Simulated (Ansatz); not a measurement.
## Ge: electron density at the nuclei under pressure

```
Ge
1.0
     0.00000    2.13932    2.13932
     2.13932    0.00000    2.13932
     2.13932    2.13932    0.00000
Ge
1
Direct
  0.00000 0.00000 0.00000
```

Conventional cell: a = 4.279 Å, b = 4.279 Å, c = 4.279 Å, α = 90.00°, β = 90.00°, γ = 90.00°. Ge (atom 1) is surrounded by 12 Ge at 3.03 Å.

The structure comes from a relaxation in the same program, started in the fcc type, and has space group Fm-3m. Whether it is a known phase or the ground state wasn't checked.

Method: Ansatz 0.2.0, DFT, PBE, all-electron PAW with datasets made for the crystal, scalar-relativistic.

The runs use a Γ-centred 16×16×16 k mesh, Fermi–Dirac smearing of 0.08 eV, cutoff 140 eV (chosen by the program for this cell), no spin polarisation.

The contact density is the mean electron density over the nuclear volume; its changes set Mössbauer isomer shifts. Changes below are taken from the unscaled cell, where it is 210362 e/Å³ at Ge.

```csv
V/V(cell),P (GPa),Δρ(0) Ge (e/Å³)
0.9405,4.4,?
1.0000,0.0,0.00
1.0600,-3.3,?
```

Problem. What belongs in the row "0.9405", column "Δρ(0) Ge (e/Å³)"?

Solution. -1.42.

Problem. Fill in "Δρ(0) Ge (e/Å³)" for the row "1.0600".

Solution. 1.27.

The datasets are made afresh for each cell, so very small changes are uncertain.
